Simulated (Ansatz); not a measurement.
## A defect in a wire: (4,1) C nanotube, H placed on top of one C

Wanted: the relaxed defect and the transmission past it, beside the channels of the perfect wire.

Main program and level: Ansatz 0.2.0; DFT PBE, plane waves, PAW; relaxation of a wire's period, in the first sound run; inputs show where later runs differ.

## Step 1: The starting structure

The cell holds 28 atoms: 28 C. Its edges and angles: a = 10.388 Å, b = 10.378 Å, c = 6.507 Å, α = 90.0°, β = 90.0°, γ = 90.0°. Vacuum lies along a and b. The structure's axis is c.

## Step 2: Relaxing the period

Band widths follow the bond lengths, so the wire is relaxed first. The atoms and the third cell vector are free; the box across stays fixed as vacuum. A Fermi-Dirac smearing is set since the result may be a metal. The pressure printed is a third of the stress's trace over the whole box, vacuum included; only the stress along the axis is relaxed.

Contents of input.yaml:

```yaml
crystal:
  lattice:
    - [10.388, 0.0, 0.0]
    - [0.0, 10.378, 0.0]
    - [0.0, 0.0, 6.5072574868]
  atoms:
    - { symbol: C, position: [0.41364168, 0.64967209, 0.0] }
    - { symbol: C, position: [0.672664525, 0.499981081, 0.0] }
    - { symbol: C, position: [0.334972504, 0.449033153, 0.071428571] }
    - { symbol: C, position: [0.538407965, 0.668495702, 0.071428571] }
    - { symbol: C, position: [0.344401615, 0.574977143, 0.142857143] }
    - { symbol: C, position: [0.512887162, 0.327616111, 0.142857143] }
    - { symbol: C, position: [0.392317227, 0.364842847, 0.214285714] }
    - { symbol: C, position: [0.670735811, 0.47421938, 0.214285714] }
    - { symbol: C, position: [0.563070409, 0.660881015, 0.285714286] }
    - { symbol: C, position: [0.60764803, 0.364842847, 0.285714286] }
    - { symbol: C, position: [0.35730615, 0.597349989, 0.357142857] }
    - { symbol: C, position: [0.655563641, 0.574977143, 0.357142857] }
    - { symbol: C, position: [0.373397841, 0.382414387, 0.428571429] }
    - { symbol: C, position: [0.461557291, 0.668495702, 0.428571429] }
    - { symbol: C, position: [0.327300732, 0.499981081, 0.5] }
    - { symbol: C, position: [0.586323576, 0.350290072, 0.5] }
    - { symbol: C, position: [0.461557291, 0.33146646, 0.571428571] }
    - { symbol: C, position: [0.664992753, 0.550929008, 0.571428571] }
    - { symbol: C, position: [0.487078094, 0.672346051, 0.642857143] }
    - { symbol: C, position: [0.655563641, 0.424985019, 0.642857143] }
    - { symbol: C, position: [0.329229446, 0.525742782, 0.714285714] }
    - { symbol: C, position: [0.60764803, 0.635119315, 0.714285714] }
    - { symbol: C, position: [0.392317227, 0.635119315, 0.785714286] }
    - { symbol: C, position: [0.436894847, 0.339081146, 0.785714286] }
    - { symbol: C, position: [0.344401615, 0.424985019, 0.857142857] }
    - { symbol: C, position: [0.642659107, 0.402612173, 0.857142857] }
    - { symbol: C, position: [0.538407965, 0.33146646, 0.928571429] }
    - { symbol: C, position: [0.626567416, 0.617547775, 0.928571429] }
kpoints:
  mp_grid: { grid: [1, 1, 13] }
scf:
  occupations: { method: fermi_dirac, width: 0.05 }
hamiltonian:
  xc: pbe
relax:
  cell: { fix: [a, b, alpha, beta, gamma] }
  max_steps: 60
```

Run with:

```
ansatz run input.yaml --threads 4 --pin off --max-ram 16384MiB --backend cpu --events-out ev --progress --plain --runs-dir out
```

Numbers of over 12 decimals in the logs are rounded to 6 here.

Log:

```text
Engine: ansatz 0.2.0, aarch64-unknown-linux-gnu
Pseudopotentials: kind: paw
Pseudopotential: C, paw, valence charge 4, recommended cutoff 420 eV (normal), C.paw.azcp
Functional definition: PBE
  parameter kappa = 0.804
  parameter beta = 0.066725
  exchange = pbe_x(kappa = kappa, mu = beta*pi^2/3)
  correlation = pbe_c(beta = beta)
Crystal: 28 atoms, lattice volume = 701.526 Å³
Basis set: ecut = 420 eV, 13761 PW (Γ), exchange–correlation on 144×144×90 points (8 copies of the dense FFT grid, shifted against one another)
Bands: 84, of which v1, the nominal top of the filled ones, is band 56 counted from 1 (55 counted from 0)
Symmetry: 2 space group operations
Space group: P21 (ITA 4), of the structure as read, at distance tolerance 8.9e-5 Å
k-points: 7 of 13 (time reversal used)
Non-local potential: C, projectors of the file, l = 0: 2, l = 1: 2, l = 2: 1
PAW form: soft (Blöchl's): semilocal exchange-correlation on the pseudo side does not see the compensation charge
PAW one-centre angular grid: C, 110 points (default); XC on 64 Gauss nodes
Initial density: superposition of atomic densities (neutral atoms: chi_scale 0, normalization atom), corrected by the library's trained network
Initial wavefunctions: pseudopotential atomic-orbital guess
Functional: x = pbe(κ = 0.804, μ = 0.219515), c = pbe(β = 0.066725)
SCF iter   1: F=—  HF=-7007.828161 eV  |F-HF|=—  |Δ(HF+E_count)|=         —  Δρ=6.77e-3  dr2=1.71e-1  ethr=1.77e-3  ⟨swp⟩=12.4  Hψ=3886  notcnv=0  defer=82
preconditioner: auto → LDOS  [metal: Δε(μ)=0.085 eV  Ē_g=14.029 eV  σ=0.050 eV  W_gap=0.40  n_scr=88 (ndim 8)  ℏωp=14.8 eV  f_vac=0.627  D(μ)=3.50/eV (n_scr^D=8)  β→1.0]
SCF iter   2: F=—  HF=-7007.848689 eV  |F-HF|=—  |Δ(HF+E_count)|=   2.05e-2  Δρ=1.70e-3  dr2=2.65e-2  ethr=1.52e-4  ⟨swp⟩=2.7  Hψ=1152  notcnv=0  defer=133
SCF iter   3: F=—  HF=-7007.843088 eV  |F-HF|=—  |Δ(HF+E_count)|=   5.60e-3  Δρ=5.69e-4  dr2=6.06e-3  ethr=2.36e-5  ⟨swp⟩=2.4  Hψ=979  notcnv=0  defer=133
SCF iter   4: F=—  HF=-7007.841482 eV  |F-HF|=—  |Δ(HF+E_count)|=   1.61e-3  Δρ=1.04e-4  dr2=7.57e-5  ethr=5.41e-6  ⟨swp⟩=2.0  Hψ=754  notcnv=0  defer=133
SCF iter   5: F=—  HF=-7007.841668 eV  |F-HF|=—  |Δ(HF+E_count)|=   1.87e-4  Δρ=2.55e-5  dr2=6.74e-6  ethr=6.76e-8  ⟨swp⟩=2.0  Hψ=889  notcnv=0  defer=133
SCF iter   6: F=-7007.841671 eV  HF=-7007.841671 eV  |F-HF|=9.74e-8  |Δ(HF+E_count)|=   2.51e-6  Δρ=3.45e-6  dr2=5.62e-8  ethr=8.93e-11  ⟨swp⟩=4.0  Hψ=2515  notcnv=0
SCF 1 converged in 6 iterations: F = -7007.841671 eV  dr2 = 5.62e-8
  greatest PAW one-centre occupation: 0.681 electrons in one spin orbital (limit 2), on the C atom at site 14 (counted from 0), in its partial waves of l = 0
relax step   1: F+E_penalty+E_count = -7007.84167107 eV  Δ(F+E_penalty+E_count) = +0.000e0 eV  max|allowed force component| = 1.569e0 eV/Å  Δτ_max = 0.0000 Å  P = +6.932 GPa  Ω = 701.526 Å³  fix = [a, b, alpha, beta, gamma]  reactions: a +8.985, b +8.985 GPa; gamma +0.000 GPa/rad  (6 SCF iters, dr2 threshold 1.00e-7 eV, accepted)
Crystal: 28 atoms, lattice volume = 700.338 Å³
Basis set: ecut = 420 eV, 13753 PW (Γ), exchange–correlation on 144×144×90 points (8 copies of the dense FFT grid, shifted against one another)
Initial density: handed on by an earlier stage of this run
Initial wavefunctions: those handed on with the density
iter 1 solved again at ethr=1.11e-3 eV; its pass at ethr=3.10e-3 eV (dr2=1.24e0 eV) is discarded
SCF iter   1: F=—  HF=-7009.844860 eV  |F-HF|=—  |Δ(HF+E_count)|=         —  Δρ=1.36e-2  dr2=1.18e0  ethr=1.11e-3  ⟨swp⟩=3.9  Hψ=2621  notcnv=0
preconditioner: auto → LDOS  [metal: Δε(μ)=0.175 eV  Ē_g=13.543 eV  σ=0.050 eV  W_gap=0.47  n_scr=88 (ndim 8)  ℏωp=14.8 eV  f_vac=0.612  D(μ)=4.25/eV (n_scr^D=10)  β→1.0]
SCF iter   2: F=—  HF=-7009.820127 eV  |F-HF|=—  |Δ(HF+E_count)|=   2.47e-2  Δρ=8.10e-3  dr2=1.06e0  ethr=1.06e-3  ⟨swp⟩=5.3  Hψ=1661  notcnv=0  defer=10
SCF iter   3: F=—  HF=-7009.501417 eV  |F-HF|=—  |Δ(HF+E_count)|=   3.19e-1  Δρ=8.60e-4  dr2=2.18e-3  ethr=9.44e-4  ⟨swp⟩=2.7  Hψ=1013  notcnv=0  defer=104
SCF iter   4: F=—  HF=-7009.501549 eV  |F-HF|=—  |Δ(HF+E_count)|=   1.32e-4  Δρ=1.11e-4  dr2=4.98e-5  ethr=1.94e-6  ⟨swp⟩=2.9  Hψ=992  notcnv=0  defer=123
SCF iter   5: F=-7009.501590 eV  HF=-7009.501588 eV  |F-HF|=1.86e-6  |Δ(HF+E_count)|=   3.94e-5  Δρ=1.86e-5  dr2=1.42e-6  ethr=2.50e-9  ⟨swp⟩=5.1  Hψ=2171  notcnv=0
SCF 2 converged in 5 iterations: F = -7009.501590 eV  dr2 = 1.42e-6
  greatest PAW one-centre occupation: 0.671 electrons in one spin orbital (limit 2), on the C atom at site 14 (counted from 0), in its partial waves of l = 0
relax step   2: F+E_penalty+E_count = -7009.50159026 eV  Δ(F+E_penalty+E_count) = -1.660e0 eV  max|allowed force component| = 8.832e-1 eV/Å  Δτ_max = 0.0570 Å  P = +2.427 GPa  Ω = 700.338 Å³  energy of the carried Pulay correction = +1.398e-3 eV  fix = [a, b, alpha, beta, gamma]  reactions: a +3.225, b +3.226 GPa; gamma +0.000 GPa/rad  (5 SCF iters, dr2 threshold 2.80e-6 eV, accepted)
Crystal: 28 atoms, lattice volume = 700.767 Å³
iter 1 solved again at ethr=2.90e-4 eV; its pass at ethr=3.10e-3 eV (dr2=3.25e-1 eV) is discarded
SCF iter   1: F=—  HF=-7009.916381 eV  |F-HF|=—  |Δ(HF+E_count)|=         —  Δρ=6.98e-3  dr2=3.16e-1  ethr=2.90e-4  ⟨swp⟩=5.1  Hψ=2609  notcnv=0  defer=2
preconditioner: auto → LDOS  [insulator: Δε(μ)=0.134 eV  Ē_g=13.473 eV  σ=0.050 eV  W_gap=0.58  n_scr=88 (ndim 8)  ℏωp=14.8 eV  f_vac=0.608  D(μ)=3.11/eV (n_scr^D=8)  ε∞_Penn≈2.2  β→1.0]
SCF iter   2: F=—  HF=-7009.923502 eV  |F-HF|=—  |Δ(HF+E_count)|=   7.12e-3  Δρ=4.34e-3  dr2=3.36e-1  ethr=2.82e-4  ⟨swp⟩=5.4  Hψ=1667  notcnv=0  defer=20
SCF iter   3: F=—  HF=-7009.820964 eV  |F-HF|=—  |Δ(HF+E_count)|=   1.03e-1  Δρ=4.90e-4  dr2=9.68e-4  ethr=2.82e-4  ⟨swp⟩=3.4  Hψ=1142  notcnv=0  defer=40
SCF iter   4: F=—  HF=-7009.820922 eV  |F-HF|=—  |Δ(HF+E_count)|=   4.20e-5  Δρ=7.37e-5  dr2=2.15e-5  ethr=8.64e-7  ⟨swp⟩=2.3  Hψ=1078  notcnv=0  defer=48
SCF iter   5: F=-7009.820932 eV  HF=-7009.820932 eV  |F-HF|=7.39e-7  |Δ(HF+E_count)|=   9.50e-6  Δρ=1.24e-5  dr2=5.66e-7  ethr=2.50e-9  ⟨swp⟩=5.0  Hψ=2106  notcnv=0
SCF 3 converged in 5 iterations: F = -7009.820932 eV  dr2 = 5.66e-7
  greatest PAW one-centre occupation: 0.667 electrons in one spin orbital (limit 2), on the C atom at site 14 (counted from 0), in its partial waves of l = 0
relax step   3: F+E_penalty+E_count = -7009.82093231 eV  Δ(F+E_penalty+E_count) = -3.193e-1 eV  max|allowed force component| = 3.197e-1 eV/Å  Δτ_max = 0.0284 Å  P = +0.260 GPa  Ω = 700.767 Å³  energy of the carried Pulay correction = +8.925e-4 eV  fix = [a, b, alpha, beta, gamma]  reactions: a +0.453, b +0.453 GPa; gamma -0.000 GPa/rad  (5 SCF iters, dr2 threshold 2.80e-6 eV, accepted)
[...]
relax step   4: F+E_penalty+E_count = -7009.84309535 eV  Δ(F+E_penalty+E_count) = -2.216e-2 eV  max|allowed force component| = 6.009e-2 eV/Å  Δτ_max = 0.0056 Å  P = +0.041 GPa  Ω = 700.994 Å³  energy of the carried Pulay correction = +6.251e-4 eV  fix = [a, b, alpha, beta, gamma]  reactions: a +0.039, b +0.040 GPa; gamma +0.000 GPa/rad  (5 SCF iters, dr2 threshold 2.80e-6 eV, accepted)
[...]
relax step   5: F+E_penalty+E_count = -7009.84401183 eV  Δ(F+E_penalty+E_count) = -9.165e-4 eV  max|allowed force component| = 2.262e-3 eV/Å  Δτ_max = 0.0013 Å  P = -0.012 GPa  Ω = 700.833 Å³  energy of the carried Pulay correction = +8.147e-4 eV  fix = [a, b, alpha, beta, gamma]  reactions: a -0.026, b -0.026 GPa; gamma +0.000 GPa/rad  (4 SCF iters, dr2 threshold 2.26e-7 eV, accepted)
Initial wavefunctions: pseudopotential atomic-orbital guess (no wavefunctions were taken with the density)
iter 1 solved again at ethr=4.86e-7 eV; its pass at ethr=3.10e-3 eV (dr2=5.44e-4 eV) is discarded
SCF iter   1: F=—  HF=-7009.842831 eV  |F-HF|=—  |Δ(HF+E_count)|=         —  Δρ=6.00e-6  dr2=4.82e-8  ethr=4.86e-7  ⟨swp⟩=14.3  Hψ=7128  notcnv=0  defer=12
eigensolver tolerance schedule: the retry pair's looser diagonalisation over-reported the residual by 11284.56 of it (diagonalisation noise at an unbounded share of the residual, at the tolerance the schedule requests for it); recorded, not acted on — ethr = c·dr2/N_el stays at c = 1.0e-1
preconditioner: auto → LDOS  [insulator: Δε(μ)=0.177 eV  Ē_g=13.534 eV  σ=0.050 eV  W_gap=0.71  n_scr=88 (ndim 8)  ℏωp=14.8 eV  f_vac=0.608  D(μ)=2.53/eV (n_scr^D=4)  ε∞_Penn≈2.2  β→1.0]
SCF iter   2: F=—  HF=-7009.843071 eV  |F-HF|=—  |Δ(HF+E_count)|=   2.40e-4  Δρ=1.53e-6  dr2=6.65e-9  ethr=4.31e-11  ⟨swp⟩=4.4  Hψ=1784  notcnv=0  defer=8
SCF iter   3: F=—  HF=-7009.843071 eV  |F-HF|=—  |Δ(HF+E_count)|=   2.70e-9  Δρ=2.87e-7  dr2=6.38e-10  ethr=5.94e-12  ⟨swp⟩=2.0  Hψ=839  notcnv=0  defer=8
SCF iter   4: F=—  HF=-7009.843071 eV  |F-HF|=—  |Δ(HF+E_count)|=  1.25e-10  Δρ=1.23e-7  dr2=2.87e-10  ethr=1.00e-12  ⟨swp⟩=5.0  Hψ=2034  notcnv=0
SCF iter   5: F=-7009.843071 eV  HF=-7009.843071 eV  |F-HF|=2.00e-11  |Δ(HF+E_count)|=  7.28e-11  Δρ=4.45e-8  dr2=1.96e-11  ethr=1.00e-12  ⟨swp⟩=4.0  Hψ=1672  notcnv=0
SCF 6 converged in 5 iterations: F = -7009.843071 eV  dr2 = 1.96e-11
relax step   6: F+E_penalty+E_count = -7009.84307118 eV  Δ(F+E_penalty+E_count) = +9.406e-4 eV  max|allowed force component| = 2.307e-3 eV/Å  Δτ_max = 0.0000 Å  P = -0.008 GPa  Ω = 700.833 Å³  fix = [a, b, alpha, beta, gamma]  reactions: a -0.015, b -0.016 GPa; gamma +0.001 GPa/rad  stress off target by 7.73e-3 GPa on what of the cell is left free  SCF on the basis re-selected at this cell (its energy is not comparable with the rows above)  (5 SCF iters)
basis re-selected at this cell: Δ(F+E_penalty+E_count) = +9.406e-4 eV, ΔP = +0.004 GPa vs the last step (what re-selecting the basis moved, of the pressure what is left beyond the Pulay correction that the steps carried, after the strain that the cell walked since its last selection, with what the two solves' SCF thresholds leave and, on support functions, any second-order correction that the steps lacked; it is no m [...]
SCF converged after 5 iterations
Free energy (F): -7009.843071 eV
Harris-Foulkes:  -7009.843071 eV  (|F-HF|=2.00e-11)
Internal energy: -7009.818897 eV  (E = F + TS)
E sigma→0 (E₀):  -7009.830984 eV
Entropy (-TS):   -0.024175 eV (-0.863 meV/atom)
Fermi energy:    -0.787555 eV
--- Per-component energies (eV) ---
  E_band       = -1067.250314
  E_kinetic    = 2529.716199
  E_local      = -22890.271179  (includes V_loc(G=0)·N_el)
  E_nonlocal   = 761.439335
  E_hartree    = 10186.674221
  E_xc         = -1336.528699
  E_vxc        = -1654.359112  (∫ρ·V_xc dr)
  E_paw        = -2778.934278  (= ΣΔE_a)
  E_vpaw       = -187.123786  (= ΣTr[D̂ρ^β])
  E_aug_tail   = 0.000203  (compensation charges beyond the density's cutoff)
  E_ewald      = 6518.085302
  E_smearing   = -0.024175  (= −TS)
  E_closure    = -0.000000  (closes the sum)
  Σ components = -7009.843071   (vs F -7009.843071, Δ=0.00e0)
--- Forces (eV/Å), atoms counted from 1 ---
  atom   1  C     -0.00028348    -0.00075481    -0.00228894
  atom   2  C     -0.00053529    -0.00013373     0.00199046
  atom   3  C      0.00054957     0.00010136    -0.00214575
  atom   4  C      0.00023478    -0.00042160     0.00217504
  atom   5  C      0.00049128     0.00004874     0.00211323
  atom   6  C      0.00003730     0.00049551    -0.00196817
  atom   7  C      0.00014946     0.00040495     0.00221292
  atom   8  C     -0.00052655     0.00002843    -0.00190172
  atom   9  C     -0.00002768    -0.00047475    -0.00197868
  atom  10  C     -0.00026378     0.00044662     0.00223204
  atom  11  C      0.00029538    -0.00037606    -0.00230697
  atom  12  C     -0.00055033    -0.00031579     0.00202958
  atom  13  C      0.00042706     0.00021598    -0.00219570
  atom  14  C      0.00016039    -0.00049703     0.00203289
  atom  15  C      0.00053529     0.00013373     0.00199046
  atom  16  C      0.00028348     0.00075481    -0.00228894
  atom  17  C     -0.00023478     0.00042160     0.00217504
  atom  18  C     -0.00054957    -0.00010136    -0.00214575
  atom  19  C     -0.00003730    -0.00049551    -0.00196817
  atom  20  C     -0.00049128    -0.00004874     0.00211323
  atom  21  C      0.00052655    -0.00002843    -0.00190172
  atom  22  C     -0.00014946    -0.00040495     0.00221292
  atom  23  C      0.00026378    -0.00044662     0.00223204
  atom  24  C      0.00002768     0.00047475    -0.00197868
  atom  25  C      0.00055033     0.00031579     0.00202958
  atom  26  C     -0.00029538     0.00037606    -0.00230697
  atom  27  C     -0.00016039     0.00049703     0.00203289
  atom  28  C     -0.00042706    -0.00021598    -0.00219570
  max |Σ_I F_I| component: 4.65e-7 eV/Å
--- Stress (GPa, compression-positive) ---
       -0.015331      -0.000627       0.000000
       -0.000627      -0.015528       0.000000
        0.000000       0.000000       0.007726
  P = ⅓ Tr σ = -0.0077 GPa (-0.077 kbar)
--- Relaxed structure (5 steps of the walk, 5 accepted, 1 SCFs on fresh bases) ---
  F+E_penalty+E_count = -7009.84307118 eV   max|allowed force component| = 2.307e-3 eV/Å   (the final SCF, on the basis selected at the relaxed cell)
  cell:  # Å, volume = 700.8331 Å³
    - [10.388, 0, 0.0]
    - [0, 10.378, 0.0]
    - [0.0, 0.0, 6.500832]
  atoms:
    - { symbol: C, position: [0.409340, 0.657144, -0.00123896] }
    - { symbol: C, position: [0.681277, 0.499981, 0.00123243] }
    - { symbol: C, position: [0.326739, 0.446494, 0.070193] }
    - { symbol: C, position: [0.540329, 0.676905, 0.072663] }
    - { symbol: C, position: [0.336642, 0.578721, 0.144095] }
    - { symbol: C, position: [0.513525, 0.319015, 0.141624] }
    - { symbol: C, position: [0.386946, 0.358100, 0.215528] }
    - { symbol: C, position: [0.679249, 0.472923, 0.213053] }
    - { symbol: C, position: [0.566235, 0.668905, 0.284477] }
    - { symbol: C, position: [0.613025, 0.358103, 0.286957] }
    - { symbol: C, position: [0.350197, 0.602222, 0.355901] }
    - { symbol: C, position: [0.663323, 0.578729, 0.358382] }
    - { symbol: C, position: [0.367076, 0.376555, 0.427329] }
    - { symbol: C, position: [0.459634, 0.676902, 0.429805] }
    - { symbol: C, position: [0.318689, 0.499981, 0.501232] }
    - { symbol: C, position: [0.590626, 0.342818, 0.498761] }
    - { symbol: C, position: [0.459636, 0.323057, 0.572663] }
    - { symbol: C, position: [0.673226, 0.553468, 0.570193] }
    - { symbol: C, position: [0.486441, 0.680947, 0.641624] }
    - { symbol: C, position: [0.663323, 0.421241, 0.644095] }
    - { symbol: C, position: [0.320716, 0.527040, 0.713053] }
    - { symbol: C, position: [0.613019, 0.641862, 0.715528] }
    - { symbol: C, position: [0.386941, 0.641860, 0.786957] }
    - { symbol: C, position: [0.433730, 0.331057, 0.784477] }
    - { symbol: C, position: [0.336642, 0.421233, 0.858382] }
    - { symbol: C, position: [0.649768, 0.397740, 0.855901] }
    - { symbol: C, position: [0.540331, 0.323060, 0.929805] }
    - { symbol: C, position: [0.632889, 0.623407, 0.927329] }
```

The job ended after 65 s (4 threads of Arm Neoverse V1, shared host; peak memory 1.4 GiB; 4.2 min of CPU time).

Relaxation path:

```
step  energy less that of the first step (eV)  largest force component (eV/Å)  pressure (GPa)  volume (Å³)
   1                                   0.0000                          1.5694            6.93       701.53
   2                                  -1.6599                          0.8832            2.43       700.34
   3                                  -1.9793                          0.3197            0.26       700.77
   4                                  -2.0014                          0.0601            0.04       700.99
   5                                  -2.0023                          0.0023           -0.01       700.83
  6*                                  -2.0014                          0.0023           -0.01       700.83
```

Relaxation steps marked * repeat the geometry before them on a plane-wave basis chosen anew for their cell, so energy and pressure can jump there.

Forces are held to the 2 operations that the run works with; a distortion that breaks them can't arise in this run.

```
cell as run  before  after  change
      c (Å)   6.507  6.501  -0.1 %
```

The atoms that moved most (Å, along periodic axes as changes of fractional coordinates times the final cell, across vacuum about the mean position):

```
atom      dx      dy      dz  length
  C9   0.033   0.083  -0.008   0.090
 C24  -0.033  -0.083  -0.008   0.090
 C17  -0.020  -0.087   0.008   0.090
  C4   0.020   0.087   0.008   0.090
 C12   0.081   0.039   0.008   0.090
 C25  -0.081  -0.039   0.008   0.090
 C23  -0.056   0.070   0.008   0.090
 C10   0.056  -0.070   0.008   0.090
```

This step gave:

| Quantity | Value |
| --- | --- |
| energy at zero smearing | -7009.8310 eV |
| cell length along the wire | 6.501 Å |

The cell's length comes to 6.501 Å with spin left out.

(Part 1 of 5 ends here.)

[Logs are printed without paths, hosts, clocks, repeated set-up lines and the standing remarks that a program may print on its own settings, such as how far it seeks lower states.]

[Hosts, paths, dates, database ids (printed as entryN), source tags and the programs' standing remarks are cut or masked in the printed files.]
